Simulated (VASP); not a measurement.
# Ag in VASP: notebook

The runs below take Ag through single point, with PBE.

Program: VASP 6.6.1. These are calculated values, not measurements. Logs are shortened: lines on timing, memory, paths and dates and some standing lists are left out, and cuts for length are marked.

### 1 The structure

The cell holds a slab with vacuum, 28 atoms: a = 8.803 Å, b = 8.803 Å, c = 16.150 Å, α = 90.00°, β = 90.00°, γ = 90.00°.

The cell was built by a generator and needn't be a form met in nature.

### 2 Single point, PBE

INCAR

```
SYSTEM = Ag
PREC = Accurate
ENCUT = 520
EDIFF = 1E-7
ISMEAR = 0
SIGMA = 0.1
LREAL = Auto
LASPH = .TRUE.
NELM = 100
ALGO = Fast
ISIF = 2
LWAVE = .FALSE.
LCHARG = .FALSE.
GGA = PE
NBANDS = 174
```

KPOINTS

```
regular mesh
0
G
  3 3 1
  0 0 0
```

POSCAR

```
Ag
1.0
    8.8034794258      0.0000000000      0.0000000000
    0.0000000000      8.8034794258      0.0000000000
    0.0000000000      0.0000000000     16.1500000000
Ag
28
Direct
    0.0000000000      0.0000000000      0.3715170279
    0.3333333172      0.0000000000      0.3715170279
    0.6666666344      0.0000000000      0.3715170279
    0.0000000000      0.3333333172      0.3715170279
    0.3333333172      0.3333333172      0.3715170279
    0.6666666344      0.3333333172      0.3715170279
    0.0000000000      0.6666666344      0.3715170279
    0.3333333172      0.6666666344      0.3715170279
    0.6666666344      0.6666666344      0.3715170279
    0.1703994441      0.1703993305      0.4984509598
    0.4976991242      0.1631759365      0.4979470588
    0.8336702621      0.1661470345      0.4961181424
    0.1631761637      0.4976991242      0.4979471827
    0.4922950109      0.4922950109      0.4994036533
    0.8253938754      0.5017240101      0.4958773994
    0.1661471481      0.8336701485      0.4961184520
    0.5017238965      0.8253939890      0.4958775851
    0.8334653431      0.8334652295      0.4970234675
    0.0110515394      0.0110513122      0.6234490402
    0.3461927782     -0.0202296151      0.6230494118
    0.6741927496     -0.0083723715      0.6221734985
   -0.0202300694      0.3461924374      0.6230491022
    0.4700575534      0.4700561903      0.7251419814
    0.6622415659      0.3183033508      0.6227269969
   -0.0083724851      0.6741924088      0.6221735604
    0.3183033508      0.6622411115      0.6227274303
    0.6589303751      0.6589308294      0.6255275542
    0.2720400519      0.2720411878      0.6574258204
```

Potentials or basis: VASP PAW PBE potentials, release 64 (Ag).

Command:

```console
> cat potpaw_PBE.64/Ag/POTCAR > POTCAR
> mpirun -np 1 vasp_std > vasp.out
```

OUTCAR:

```text
SYSTEM = Ag
   PREC = Accurate
   ENCUT = 520
   EDIFF = 1E-7
   ISMEAR = 0
   LREAL = Auto
   LASPH = .TRUE.
   NELM = 100
   ISIF = 2
   GGA = PE

 ion  position               nearest neighbor table
   1  0.000  0.000  0.372-  12 2.89  16 2.89  18 2.90   4 2.93   2 2.93   7 2.93   3 2.93  10 2.95

   2  0.333  0.000  0.372-  11 2.89  16 2.89  10 2.92  17 2.93   3 2.93   5 2.93   1 2.93   8 2.93

   3  0.667  0.000  0.372-  12 2.89  18 2.90  11 2.91  17 2.92   2 2.93   6 2.93   1 2.93   9 2.93
[... 35 lines left out ...]
  21  0.674  0.992  0.622-  18 2.83  24 2.88  20 2.89  12 2.91  27 2.93  17 2.93  11 2.95  19 2.97

  22  0.980  0.346  0.623-  28 2.71  24 2.81  15 2.82  25 2.89  12 2.89  13 2.91  19 2.96  10 3.04

  23  0.470  0.470  0.725-  28 2.70  24 2.72  26 2.72  27 2.85
  24  0.662  0.318  0.623-  23 2.72  22 2.81  11 2.83  12 2.87  21 2.88  14 2.92  15 2.98  27 3.00
                            28 3.50
  25  0.992  0.674  0.622-  18 2.83  26 2.88  22 2.89  16 2.91  27 2.93  15 2.93  13 2.95  19 2.97

  26  0.318  0.662  0.623-  23 2.72  20 2.81  13 2.83  16 2.87  25 2.88  14 2.92  17 2.98  27 3.00
                            28 3.50
  27  0.659  0.659  0.626-  23 2.85  17 2.91  15 2.91  14 2.91  21 2.93  25 2.93  26 3.00  24 3.00
                            18 3.00
  28  0.272  0.272  0.657-  23 2.70  22 2.71  20 2.71  10 2.86  19 3.30  13 3.39  11 3.39  26 3.50
                            24 3.50

  LATTYP: Found a simple tetragonal cell.
 ALAT       =     8.8034794258
 C/A-ratio  =     1.8345019303

  Lattice vectors:

 A1 = (   8.8034794258,   0.0000000000,   0.0000000000)
 A2 = (   0.0000000000,   8.8034794258,   0.0000000000)
 A3 = (   0.0000000000,   0.0000000000,  16.1500000000)

Analysis of symmetry for initial positions (statically):
=====================================================================
 Subroutine PRICEL returns:
 Original cell was already a primitive cell.

 Routine SETGRP: Setting up the symmetry group for a
 simple tetragonal supercell.

 Subroutine GETGRP returns: Found  2 space group operations
 (whereof  2 operations were pure point group operations)
 out of a pool of 16 trial point group operations.

The static configuration has the point symmetry C_1h.

Analysis of symmetry for dynamics (positions and initial velocities):
=====================================================================
 Subroutine PRICEL returns:
 Original cell was already a primitive cell.

 Routine SETGRP: Setting up the symmetry group for a
 simple tetragonal supercell.

 Subroutine GETGRP returns: Found  2 space group operations
[... 144 lines left out ...]
   PSTRESS=    0.0 pullay stress
   NELECT =     308.0000    total number of electrons
   NUPDOWN=      -1.0000    fix difference up-down
   EMIN   =  10.00;   EMAX   =-10.00  energy-range for DOS
   EFERMI =   0.00;   METHOD = LEGACY
   ISMEAR =     0;   SIGMA  =   0.10  broadening in eV -4-tet -1-fermi 0-gaus
   EFERMI_NEDOS =   21; number of points for ismear=-14 and -15
   IALGO  =     68    algorithm
   IMIX   =      4    mixing-type and parameters
     AMIX     =   0.40;   BMIX     =  1.00
     AMIX_MAG =   1.60;   BMIX_MAG =  1.00
  volume/ion in A,a.u.               =      44.70       301.66
  Fermi-wavevector in a.u.,A,eV,Ry     =   1.025883  1.938638 14.319271  1.052437
  Thomas-Fermi vector in A             =   2.159747
   LORBIT       =      0    0 simple, 1 ext, 2 COOP (PROOUT), +10 PAW based schemes
   GGA     = PE    functional components
   LHFCALC =     F    Hartree Fock is set to
   AEXX    =    0.0000 exact exchange contribution
   IVDW    =     0    specifies the selected vdW correction
   LEPSILON=     F    determine dielectric tensor
   LRPA    =     F    only Hartree local field effects (RPA)
 non-spin polarized calculation
 RMM-DIIS sequential band-by-band and
 Gauss-broadening in eV      SIGMA  =   0.10
  energy-cutoff  :      520.00
  volume of cell :     1251.65
 maximum number of plane-waves:     33721
 NGX is ok and might be reduce to    70
   NGX = 33   NGY = 33   NGZ = 61

 number of electron     308.0000007 magnetization

 Free energy of the ion-electron system (eV)
  ---------------------------------------------------
  ext. energy  EPLUGINS =         0.00000000
  ---------------------------------------------------
  free energy    TOTEN  =       -67.52365939 eV

  energy without entropy =      -67.50139875  energy(sigma->0) =      -67.51252907

 E-fermi :   0.6242     XC(G=0):  -5.8347

 val. band max:        0.5788538128   @ k =   0.3333   0.0000   0.0000
 cond. band min:       0.7782245349   @ k =  -0.3333   0.3333   0.0000
 fundamental gap:      0.1993707221
 Fermi energy:         0.6242165288

 k-point     1 :       0.0000    0.0000    0.0000
  band No.  band energies     occupation
      1      -6.1039      2.00000
      2      -5.2420      2.00000
      3      -5.2249      2.00000
      4      -5.1993      2.00000
      5      -5.1924      2.00000
      6      -5.1389      2.00000
[... 665 lines left out ...]
    165       2.5258      0.00000
    166       2.6105      0.00000
 [bands above 166 left out]

------------------------ aborting loop because EDIFF is reached ----------------------------------------

  FORCE on cell =-STRESS in cart. coord.  units (eV):
  Direction    XX          YY          ZZ          XY          YZ          ZX
  --------------------------------------------------------------------------------------
  -------------------------------------------------------------------------------------
  Total       -7.2086726     -7.2086726     -0.7548024     -0.9268352      1.1712919      1.1712919
  in kB       -9.2275127     -9.2275127     -0.9661902     -1.1864019      1.4993205      1.4993205
  external PRESSURE =      -6.4737385 kB  Pullay stress =       0.0000000 kB

 VOLUME and BASIS-vectors are now :
 -----------------------------------------------------------------------------
  energy-cutoff  :      520.00
  volume of cell :     1251.65
      direct lattice vectors                 reciprocal lattice vectors
     8.803479426  0.000000000  0.000000000     0.113591451  0.000000000  0.000000000
     0.000000000  8.803479426  0.000000000     0.000000000  0.113591451  0.000000000
     0.000000000  0.000000000 16.150000000     0.000000000  0.000000000  0.061919505

 POSITION                                       TOTAL-FORCE (eV/Angst)
 -----------------------------------------------------------------------------------
      0.00000      0.00000      6.00000         0.022620      0.022620      0.029745
      2.93449      0.00000      6.00000         0.000490     -0.021374      0.024369
      5.86899      0.00000      6.00000        -0.010065     -0.011159     -0.014100
      0.00000      2.93449      6.00000        -0.021374      0.000490      0.024369
      2.93449      2.93449      6.00000        -0.023681     -0.023681      0.067889
      5.86899      2.93449      6.00000        -0.048554     -0.050950      0.040764
[... 20 lines left out ...]
      5.80088      5.80088     10.10227         0.017336      0.017336     -0.002859
      2.39490      2.39491     10.61743         0.220825      0.220825     -0.371838
 -----------------------------------------------------------------------------------
    total drift:                               -0.008820     -0.005645     -0.027196

  FREE ENERGIE OF THE ION-ELECTRON SYSTEM (eV)
  ---------------------------------------------------
  free  energy   TOTEN  =       -67.5236593947 eV

  energy  without entropy=      -67.5013987485  energy(sigma->0) =      -67.51252907
```

OSZICAR:

```text
N       E                     dE             d eps       ncg     rms          rms(c)
DAV:   1     0.194945826725E+04    0.19495E+04   -0.14143E+05  1392   0.153E+03
DAV:   2     0.314889968255E+02   -0.19180E+04   -0.18218E+04  1486   0.323E+02
DAV:   3    -0.699930949166E+02   -0.10148E+03   -0.98128E+02  1560   0.634E+01
DAV:   4    -0.727570227218E+02   -0.27639E+01   -0.27486E+01  1520   0.999E+00
[... 13 lines left out ...]
RMM:  18    -0.675236482132E+02   -0.35139E-04   -0.54439E-06  1565   0.331E-03    0.232E-03
RMM:  19    -0.675236578393E+02   -0.96261E-05   -0.20183E-06  1308   0.158E-03    0.704E-04
RMM:  20    -0.675236591355E+02   -0.12962E-05   -0.25973E-07   933   0.689E-04    0.321E-04
RMM:  21    -0.675236593483E+02   -0.21278E-06   -0.63743E-08   847   0.409E-04    0.162E-04
RMM:  22    -0.675236593947E+02   -0.46442E-07   -0.18796E-08   611   0.257E-04
   1 F= -.67523659E+02 E0= -.67512529E+02  d E =-.222606E-01
```

Wall time 16 min (1 thread of Intel Xeon 6975P-C (Granite Rapids), shared host); peak memory 1.4 GiB.

Results:

| Property | Result |
| --- | --- |
| Free energy | -67.5237 eV |
| Largest force | 0.486 eV/Å |
| Band gap on the k mesh | none (metal or under the smearing width) |

Forces in eV/Å, atoms in the order of the input:
```
Ag   0.023  0.023  0.030
Ag   0.000 -0.021  0.024
Ag  -0.010 -0.011 -0.014
Ag  -0.021  0.000  0.024
Ag  -0.024 -0.024  0.068
Ag  -0.049 -0.051  0.041
Ag  -0.011 -0.010 -0.014
Ag  -0.051 -0.049  0.041
Ag  -0.021 -0.021 -0.055
Ag  -0.021 -0.021 -0.029
Ag  -0.023 -0.005  0.013
Ag  -0.032  0.011  0.007
Ag  -0.005 -0.023  0.013
Ag   0.006  0.006 -0.018
Ag  -0.008  0.000  0.006
Ag   0.011 -0.032  0.007
Ag   0.000 -0.008  0.006
Ag  -0.001 -0.001 -0.001
Ag  -0.003 -0.003 -0.025
Ag  -0.026 -0.047  0.014
Ag  -0.013  0.007 -0.005
Ag  -0.047 -0.026  0.014
Ag   0.135  0.135  0.207
Ag  -0.070  0.016  0.013
Ag   0.007 -0.013 -0.005
Ag   0.016 -0.070  0.013
Ag   0.017  0.017 -0.003
Ag   0.221  0.221 -0.372
```

### 3 Single point, PBE

INCAR

```
SYSTEM = Ag
  ALGO = Fast
  EDIFF = 1E-7
  ENCUT = 520
  GGA = PE
  ISIF = 2
  ISMEAR = 0
  LASPH = .True.
  LCHARG = .False.
  LREAL = Auto
  LWAVE = .False.
  NBANDS = 174
  NELM = 100
  PREC = Accurate
  SIGMA = 0.1
```

KPOINTS

```
k-points
0
Gamma
  3 3 1
  0 0 0
```

POSCAR

```
Ag
1.0
    8.8034794258      0.0000000000      0.0000000000
    0.0000000000      8.8034794258      0.0000000000
    0.0000000000      0.0000000000     16.1500000000
Ag
28
Direct
    0.0000000000      0.0000000000      0.3715170300
    0.3333333300      0.0000000000      0.3715170300
    0.6666666700      0.0000000000      0.3715170300
    0.0000000000      0.3333333300      0.3715170300
    0.3333333300      0.3333333300      0.3715170300
    0.6666666700      0.3333333300      0.3715170300
    0.0000000000      0.6666666700      0.3715170300
    0.3333333300      0.6666666700      0.3715170300
    0.6666666700      0.6666666700      0.3715170300
    0.1677711452      0.1677783832      0.4970542513
    0.5000177684      0.1683293567      0.4970949819
    0.8321964615      0.1677836654      0.4970761746
    0.1683184496      0.5000091654      0.4970892116
    0.5000081154      0.5000040945      0.4968820256
    0.8316361648      0.5000079865      0.4971162630
    0.1677733806      0.8322058520      0.4970651721
    0.5000165868      0.8316478981      0.4971085361
    0.8321925629      0.8321988993      0.4970872008
    0.0000019737      0.0000009832      0.6209615169
    0.3341781917     -0.0000136308      0.6224916446
    0.6658116953     -0.0000156814      0.6224898069
   -0.0000282220      0.3341809313      0.6224910089
    0.4994806356      0.4997402600      0.7385906202
    0.6693660770      0.3306879843      0.6252198607
   -0.0000302731      0.6658140159      0.6224901113
    0.3306410854      0.6694208031      0.6251782505
    0.6692934494      0.6692778715      0.6252601011
    0.3305739195      0.3305504918      0.6251352480
```

Potentials or basis: VASP PAW PBE potentials, release 64 (Ag).

Command:

```console
> cat potpaw_PBE.64/Ag/POTCAR > POTCAR
> mpirun -np 1 vasp_std > vasp.out
```

OUTCAR:

```text
SYSTEM = Ag
   EDIFF = 1E-7
   ENCUT = 520
   GGA = PE
   ISIF = 2
   ISMEAR = 0
   LASPH = .True.
   LREAL = Auto
   NELM = 100
   PREC = Accurate

 ion  position               nearest neighbor table
   1  0.000  0.000  0.372-  10 2.91  16 2.91  12 2.91  18 2.91   2 2.93   3 2.93   4 2.93   7 2.93

   2  0.333  0.000  0.372-  10 2.90  16 2.90  11 2.91  17 2.91   5 2.93   8 2.93   1 2.93   3 2.93

   3  0.667  0.000  0.372-  12 2.90  18 2.90  11 2.91  17 2.91   6 2.93   9 2.93   1 2.93   2 2.93
[... 35 lines left out ...]
  21  0.666  1.000  0.622-  17 2.90  11 2.90  18 2.90  12 2.90  24 2.91  27 2.91  20 2.92  19 2.94

  22  1.000  0.334  0.622-  15 2.90  13 2.90  12 2.90  10 2.90  28 2.91  24 2.91  25 2.92  19 2.94

  23  0.499  0.500  0.739-  28 2.79  26 2.79  24 2.79  27 2.80
  24  0.669  0.331  0.625-  23 2.79  12 2.90  22 2.91  21 2.91  15 2.92  11 2.92  14 2.96  27 2.98
                            28 2.98
  25  1.000  0.666  0.622-  15 2.90  13 2.90  18 2.90  16 2.90  26 2.91  27 2.91  22 2.92  19 2.94

  26  0.331  0.669  0.625-  23 2.79  16 2.90  20 2.91  25 2.91  17 2.92  13 2.92  14 2.96  27 2.98
                            28 2.98
  27  0.669  0.669  0.625-  23 2.80  18 2.90  25 2.91  21 2.91  15 2.92  17 2.92  14 2.96  24 2.98
                            26 2.98
  28  0.331  0.331  0.625-  23 2.79  10 2.90  20 2.91  22 2.91  11 2.92  13 2.92  14 2.96  24 2.98
[... 234 lines left out ...]
      5      -5.1822      2.00000
      6      -5.1446      2.00000
[... 834 lines left out ...]
    165       2.5447      0.00000
    166       2.5625      0.00000
 [bands above 166 left out]

------------------------ aborting loop because EDIFF is reached ----------------------------------------

  FORCE on cell =-STRESS in cart. coord.  units (eV):
  Direction    XX          YY          ZZ          XY          YZ          ZX
  --------------------------------------------------------------------------------------
  -------------------------------------------------------------------------------------
  Total       -8.2639580     -8.2628943     -0.5853420      0.0005849      0.0080373      0.0169844
  in kB      -10.5783382    -10.5769767     -0.7492712      0.0007487      0.0102882      0.0217410
  external PRESSURE =      -7.3015287 kB  Pullay stress =       0.0000000 kB

 VOLUME and BASIS-vectors are now :
 -----------------------------------------------------------------------------
  energy-cutoff  :      520.00
  volume of cell :     1251.65
      direct lattice vectors                 reciprocal lattice vectors
     8.803479426  0.000000000  0.000000000     0.113591451  0.000000000  0.000000000
     0.000000000  8.803479426  0.000000000     0.000000000  0.113591451  0.000000000
     0.000000000  0.000000000 16.150000000     0.000000000  0.000000000  0.061919505

 POSITION                                       TOTAL-FORCE (eV/Angst)
 -----------------------------------------------------------------------------------
      0.00000      0.00000      6.00000        -0.000424     -0.000189      0.069343
      2.93449      0.00000      6.00000         0.000291     -0.000198      0.007938
      5.86899      0.00000      6.00000        -0.000048     -0.000206      0.008114
      0.00000      2.93449      6.00000        -0.000444      0.000277      0.007998
      2.93449      2.93449      6.00000        -0.013970     -0.013972     -0.010178
      5.86899      2.93449      6.00000         0.014120     -0.013951     -0.010206
[... 20 lines left out ...]
      5.89211      5.89197     10.09795        -0.000356      0.000334      0.002637
      2.91020      2.90999     10.09593        -0.001701     -0.000896      0.001848
 -----------------------------------------------------------------------------------
    total drift:                                0.000341     -0.000451     -0.038838

  FREE ENERGIE OF THE ION-ELECTRON SYSTEM (eV)
  ---------------------------------------------------
  free  energy   TOTEN  =       -67.9649891571 eV

  energy  without entropy=      -67.9445972833  energy(sigma->0) =      -67.95479322
```

OSZICAR:

```text
N       E                     dE             d eps       ncg     rms          rms(c)
DAV:   1     0.195202527359E+04    0.19520E+04   -0.14148E+05  1740   0.153E+03
DAV:   2     0.315946318309E+02   -0.19204E+04   -0.18265E+04  1856   0.323E+02
DAV:   3    -0.703607180902E+02   -0.10196E+03   -0.98373E+02  1952   0.634E+01
[... 13 lines left out ...]
RMM:  17    -0.679649457194E+02   -0.82388E-04   -0.12782E-05  1961   0.639E-03    0.390E-03
RMM:  18    -0.679649764977E+02   -0.30778E-04   -0.42027E-06  1954   0.293E-03    0.285E-03
RMM:  19    -0.679649873046E+02   -0.10807E-04   -0.18286E-06  1541   0.143E-03    0.691E-04
RMM:  20    -0.679649888887E+02   -0.15841E-05   -0.29633E-07  1176   0.667E-04    0.334E-04
RMM:  21    -0.679649891099E+02   -0.22125E-06   -0.58236E-08  1060   0.405E-04    0.108E-04
RMM:  22    -0.679649891571E+02   -0.47177E-07   -0.21480E-08   807   0.266E-04
   1 F= -.67964989E+02 E0= -.67954793E+02  d E =-.203919E-01
```

Wall time 19 min (1 thread of Intel Xeon 6975P-C (Granite Rapids), shared host); peak memory 1.5 GiB.

What came out:

```
Free energy            : -67.9650 eV
Largest force          : 0.069 eV/Å
Band gap on the k mesh : none (metal or under the smearing width)
```

Forces on the atoms (eV/Å):
```
Ag   0.000  0.000  0.069
Ag   0.000  0.000  0.008
Ag   0.000  0.000  0.008
Ag   0.000  0.000  0.008
Ag  -0.014 -0.014 -0.010
Ag   0.014 -0.014 -0.010
Ag   0.000  0.000  0.008
Ag  -0.014  0.014 -0.010
Ag   0.014  0.014 -0.010
Ag   0.000  0.000 -0.003
Ag   0.000  0.007  0.000
Ag   0.000  0.001 -0.003
Ag   0.007  0.000  0.000
Ag  -0.001  0.000  0.009
Ag  -0.007  0.000 -0.001
Ag   0.001  0.000 -0.003
Ag   0.000 -0.007  0.000
Ag  -0.001 -0.001 -0.003
Ag   0.000  0.000 -0.010
Ag   0.004  0.000 -0.008
Ag  -0.004  0.000 -0.007
Ag   0.000  0.004 -0.008
Ag   0.005  0.003 -0.025
Ag  -0.001 -0.002  0.002
Ag   0.001 -0.004 -0.008
Ag  -0.003 -0.001  0.002
Ag   0.000  0.000  0.003
Ag  -0.002 -0.001  0.002
```

Levels at points of the mesh, in eV from the Fermi level:
```tsv
k point	band 153	band 154	band 155	band 156	band 157	band 158
(0.00, 0.00, 0.00)	-1.13	-1.13	-0.85	0.44	0.89	0.89
```
